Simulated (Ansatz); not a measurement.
# WS2 (R3m) in Ansatz: further runs

The runs below take WS2 through single point, with r2SCAN+U, PBEsol+U.

All numbers are computed with Ansatz 0.2.0; they aren't measurements. Logs are shortened: lines on timing, memory, paths and dates and some standing lists are left out, and cuts for length are marked.

### 1 The crystal as given

It takes space group R3m (No. 160, trigonal). The conventional cell has a = 3.158 Å, b = 3.158 Å, c = 18.490 Å, α = 90.00°, β = 90.00°, γ = 120.00°. Around W (site symmetry 3m) lie 6 S at 2.39 to 2.42 Å. S (site symmetry 3m) has 3 W at 2.39 Å as nearest neighbours. S (site symmetry 3m) is surrounded by 3 W at 2.42 Å.

Measurements of this composition are mostly on another form, of space group No. 194.

### 2 Single point, r2SCAN+U, collinear spin, random start

input.yaml reads:

```yaml
crystal:
  lattice:
    - [1.57900017, 0.91163617, 6.16332915]
    - [-1.57900017, 0.91163617, 6.16332915]
    - [0.0, -1.82327234, 6.16332915]
  atoms:
    - { symbol: W, position: [0.0, 0.0, 0.0], spin: 0.1 }
    - { symbol: S, position: [0.7503, 0.7503, 0.7503] }
    - { symbol: S, position: [0.581, 0.581, 0.581] }
hamiltonian:
  xc: r2scan
  pseudopotentials: { kind: paw }
  hubbard: { sites: [{ species: W, l: d, u_eff: 2.0 }] }
magnetization:
  spin_polarized: true
kpoints:
  mp_grid: { grid: [7, 7, 7] }
scf:
  occupations: { method: gaussian, width: 0.05 }
output:
  forces: true
  stress: true
  eigenvalues: true
```

Potentials or basis: Ansatz PAW.

Launch:

```
> ansatz run input.yaml --threads 2 --pin off --max-ram 5632MiB --backend cpu --events-out ev --progress --plain --runs-dir out
```

What it wrote:

```text
Warning: RAYON_NUM_THREADS=2 ignored (pool sized by the plan → 2); use --threads N
basis.fft_grid_basis auto: the FFT boxes are laid along the combinations [[1, 0, -1], [0, 1, -1], [0, 0, 1]] of the cell's own vectors, 3.158, 3.158 and 6.427 Å long. The dense box has 24×24×48 points. Along the cell's own vectors, as sized, it would have 48×48×48, 4.00 times as many. Of the 6 symmetry operations that the crystal satisfies within crystal.symmetry.tolerance (time reversal apart; of a slab, those that keep its plane) the dense box along the cell's own vectors carries 6, and the one as laid loses 4 of those. basis.fft_grid_basis: typed keeps the cell's own vectors: state it where this run's energies or levels are differenced outside the engine with another run's, or held beside a run that keeps those vectors.
W: projections on atomic orbitals take those of the free atom [Kr 4d10 4f14] 5s2 5p6 5d4 6s2, of charge +0.00 (hamiltonian.pseudopotentials.projection_atoms); the dataset's partial waves leave at most 6.5e-5 of an orbital's norm unspanned inside its sphere
S: projections on atomic orbitals take those of the free atom [Ne] 3s2 3p4, of charge +0.00 (hamiltonian.pseudopotentials.projection_atoms); the dataset's partial waves leave at most 1.6e-7 of an orbital's norm unspanned inside its sphere
Engine: ansatz 0.2.0, x86_64-unknown-linux-gnu
Pseudopotentials: kind: paw
Pseudopotential: W, paw, valence charge 14, recommended cutoff 500 eV (meta_gga), W.paw.azcp
Pseudopotential: S, paw, valence charge 6, recommended cutoff 500 eV (meta_gga), S.paw.azcp
Functional definition: r2SCAN
  parameter k0 = 0.174
  parameter k1 = 0.065
  parameter a1 = 4.9479
  exchange = r2scan_x(k0 = k0, k1 = k1, a1 = a1)
  correlation = r2scan_c
Crystal: 3 atoms, lattice volume = 53.232 Å³
Basis set: ecut = 500 eV, 1349 PW (Γ), FFT grids on a1−a3, a2−a3, a3, exchange–correlation on 96×96×192 points (64 copies of the dense FFT grid, shifted against one another)
Bands: 18, of which v1, the nominal top of the filled ones, is band 13 counted from 1 (12 counted from 0)
Symmetry: 6 space group operations
Space group: R3m (ITA 160), of the structure as read, at distance tolerance 3.8e-5 Å
Magnetic group: BNS 160.65 (UNI 1295), of the structure as read, at distance tolerance 3.8e-5 Å
k-points: 44 of 343 (time reversal used)
Non-local potential: W, projectors of the file, l = 0: 3, l = 1: 2, l = 2: 2, l = 3: 1
Non-local potential: S, projectors of the file, l = 0: 2, l = 1: 2, l = 2: 2
PAW form: soft (Blöchl's): semilocal exchange-correlation on the pseudo side does not see the compensation charge
PAW frozen core: W, regenerated for the run's functional (the file was generated under x = pbe(κ = 0.804, μ = 0.2195149727645171), c = pbe(β = 0.06672455060314922))
PAW frozen core: S, regenerated for the run's functional (the file was generated under x = pbe(κ = 0.804, μ = 0.2195149727645171), c = pbe(β = 0.06672455060314922))
PAW one-centre angular grid: W, 590 points (default); XC on 160 Gauss nodes
PAW one-centre angular grid: S, 302 points (default); XC on 160 Gauss nodes
Initial density: superposition of atomic densities (chi_scale 0.1, normalization cell)
[... 29 lines left out ...]
this state was not tested for a lower state beside it, because the mixer in use, unlike msr1, does not test its closes by its own steps (another_mixer; see scf.mixing.algorithm and scf.lower_state_search)
SCF converged after 17 iterations
Magnetization: 0.0000 μB (13.0000 up, 13.0000 down)
Absolute magnetization: 0.0000 μB (∫|ρ↑−ρ↓|, with the PAW one-centre terms)
Spin contamination: 0.0000 ħ² per cell (⟨S²⟩ above its minimum at these occupations)
Per-site moments (μB) at R_I (Å): [(8.914748747670212e-7, 0.9861779361436451), (2.4719035783270984e-7, 0.9861779361436451), (-1.0051547277987158e-6, 0.9962793655867601)]
Free energy (F): -12209.138343 eV
Harris-Foulkes:  -12209.138343 eV  (|F-HF|=2.55e-11)
Internal energy: -12209.138343 eV  (E = F + TS)
E sigma→0 (E₀):  -12209.138343 eV
Fermi energy:    12.178755 eV
--- Per-component energies (eV) ---
  E_band       = -207.259344
  E_kinetic    = 667.754699
  E_local      = -1756.441605  (includes V_loc(G=0)·N_el)
  E_nonlocal   = 57.842296
  E_hartree    = 697.776812
  E_xc         = -433.818344
  E_vxc        = -450.617229  (∫ρ·V_xc dr)
  E_hubbard    = 2.477448  (on-site DFT+U / exact-exchange correction)
  E_vhub       = 0.030818  (the Hubbard potential's part of the band-sum identity)
  E_paw        = -9812.241893  (= ΣΔE_a)
  E_vpaw       = -143.627675  (= ΣTr[D̂ρ^β])
  E_aug_tail   = -0.000048  (compensation charges beyond the density's cutoff)
  E_vtau       = 22.245827  (kinetic-family band-sum trace: ∫τ·v_τ [+ j·A + Jᵃ·Aᵃ] dr)
  E_ewald      = -1631.680226
  E_core_change = -0.807482  (= ΣΔE_core)
  E_smearing   = -0.000000  (= −TS)
  E_closure    = 0.000000  (closes the sum)
  Σ components = -12209.138343   (vs F -12209.138343, Δ=0.00e0)
--- Forces (eV/Å), atoms counted from 1 ---
  atom   1  W      0.00000000     0.00000000    -0.62339707
  atom   2  S      0.00000000     0.00000000     0.26523892
  atom   3  S      0.00000000    -0.00000000     0.35815987
  max |Σ_I F_I| component: 1.72e-6 eV/Å
--- Stress (GPa, compression-positive) ---
        3.135143       0.000000      -0.000000
        0.000000       3.135143       0.000000
       -0.000000       0.000000       1.890633
  P = ⅓ Tr σ = 2.7203 GPa (27.203 kbar)
--- Band table (eV; the first three rows and the last of 88) ---
  k-point 0 ↑: bands = ["-64.9466", "-28.5920", "-28.4207", "-28.4207", "-4.7838", "-2.7062", "3.6179", "7.8760", "7.8760", "9.2425", "9.2425", "9.9262", "10.3006", "14.0138", "14.0138", "14.2959", "14.2959", "16.8387"]
  k-point 1 ↑: bands = ["-64.9425", "-28.5781", "-28.4952", "-28.4379", "-4.4272", "-2.5997", "4.0500", "7.0801", "8.1821", "8.2089", "8.7497", "9.9937", "10.3450", "13.4178", "13.9754", "14.1792", "14.6343", "18.1989"]
  k-point 2 ↑: bands = ["-64.9334", "-28.6592", "-28.5468", "-28.4763", "-3.5180", "-2.3344", "4.7592", "5.9331", "6.7577", "7.8864", "9.0130", "9.3827", "9.7175", "13.1694", "13.7203", "15.0101", "15.4139", "18.5911"]
  k-point 43 ↓: bands = ["-64.9425", "-28.5781", "-28.4952", "-28.4379", "-4.2058", "-2.9873", "5.0697", "7.0343", "7.1608", "8.1868", "8.7878", "9.1866", "10.9154", "13.8313", "13.9082", "14.0847", "14.7513", "18.4222"]
Occupation matrices written to <dir>
```

Run time: 13 s. Hardware: 2 threads of Intel Xeon Platinum 8488C (Sapphire Rapids), shared host; peak memory 0.65 GiB.

What came out:

- Free energy: -12209.1383 eV
- Pressure: 2.7 GPa
- Largest force: 0.623 eV/Å
- Band gap on the k mesh: 1.31 eV, indirect (least direct gap 2.52 eV)
- Net moment: 0.00 μB per cell
- Absolute moment: 0.00 μB per cell

Forces in eV/Å, atoms in the order of the input:
```
W    0.000  0.000 -0.623
S    0.000  0.000  0.265
S    0.000  0.000  0.358
```

Stress tensor (GPa, compression positive):
```
3.14 0.00 0.00
0.00 3.14 0.00
0.00 0.00 1.89
```

Eigenvalues of the final occupation matrices:
| site | spin | trace | eigenvalues |
| --- | --- | --- | --- |
| site 1 | 1 | 2.46 | 0.44 0.44 0.51 0.51 0.57 |
| site 1 | 2 | 2.46 | 0.44 0.44 0.51 0.51 0.57 |

Caveat: the magnetic or orbital state may not be the lowest; odd divisions of the mesh miss points on the zone boundary, where band edges often lie, so the gap on the mesh can be too wide; spin-orbit coupling is left out, which moves the levels of the heavy elements; the PAW data sets come from PBE, with cores solved anew for the run's functional, which leaves a small shift of forces and pressure; the starting moments weren't kept. The state reached can hang on the start; a lower one may exist.

### 3 Single point, PBEsol+U, collinear spin, ferromagnetic start

Changes to input.yaml since step 2:

```diff
@@ -6,3 +6,3 @@
   atoms:
-    - { symbol: W, position: [0.0, 0.0, 0.0], spin: 0.1 }
+    - { symbol: W, position: [0.0, 0.0, 0.0], spin: 0.5 }
     - { symbol: S, position: [0.7503, 0.7503, 0.7503] }
@@ -10,5 +10,5 @@
 hamiltonian:
-  xc: r2scan
+  xc: pbesol
   pseudopotentials: { kind: paw }
-  hubbard: { sites: [{ species: W, l: d, u_eff: 2.0 }] }
+  hubbard: { sites: [{ species: W, l: d, u_eff: 6.0 }] }
 magnetization:
@@ -23 +23,5 @@
   eigenvalues: true
+  write_density: true
+  write_potential: true
+  elf: true
+  volumetric_format: npy
```

Potentials or basis: Ansatz PAW.

Launch:

```
> ansatz run input.yaml --threads 2 --pin off --max-ram 5632MiB --backend cpu --events-out ev --progress --plain --runs-dir out
```

Wall time 17 s (2 threads of Intel Xeon Platinum 8488C (Sapphire Rapids), shared host); peak memory 0.5 GiB.

It converged, with:

- Free energy: -12021.6390 eV
- Pressure: -0.1 GPa
- Largest force: 0.609 eV/Å
- Band gap on the k mesh: 1.35 eV, indirect (least direct gap 2.15 eV)
- Net moment: 0.00 μB per cell
- Absolute moment: 0.00 μB per cell

Forces on the atoms (eV/Å):
```
W    0.000  0.000 -0.609
S    0.000  0.000  0.255
S    0.000  0.000  0.354
```

Stress tensor (GPa, compression positive):
```
-0.20  0.00  0.00
 0.00 -0.20  0.00
 0.00  0.00  0.21
```

Levels at points of the mesh, in eV from the valence-band top:
Spin up:
| k point | band 10 | band 11 | band 12 | band 13 | band 14 | band 15 | band 16 | band 17 |
| --- | --- | --- | --- | --- | --- | --- | --- | --- |
| (0.00, 0.00, 0.00) | -1.74 | -1.74 | -1.36 | -1.08 | 2.69 | 2.69 | 2.91 | 2.91 |
Spin down:
```csv
k point,band 10,band 11,band 12,band 13,band 14,band 15,band 16,band 17
"(0.00, 0.00, 0.00)",-1.74,-1.74,-1.36,-1.08,2.69,2.69,2.91,2.91
```

Eigenvalues of the final occupation matrices:
| site | spin | trace | eigenvalues |
| --- | --- | --- | --- |
| site 1 | 1 | 2.48 | 0.43 0.43 0.50 0.50 0.60 |
| site 1 | 2 | 2.48 | 0.43 0.43 0.50 0.50 0.60 |

Caveat: the magnetic or orbital state may not be the lowest; odd divisions of the mesh miss points on the zone boundary, where band edges often lie, so the gap on the mesh can be too wide; spin-orbit coupling is left out, which moves the levels of the heavy elements; the PAW data sets come from PBE, with cores solved anew for the run's functional, which leaves a small shift of forces and pressure; the starting moments weren't kept. A k mesh can miss the band edges.
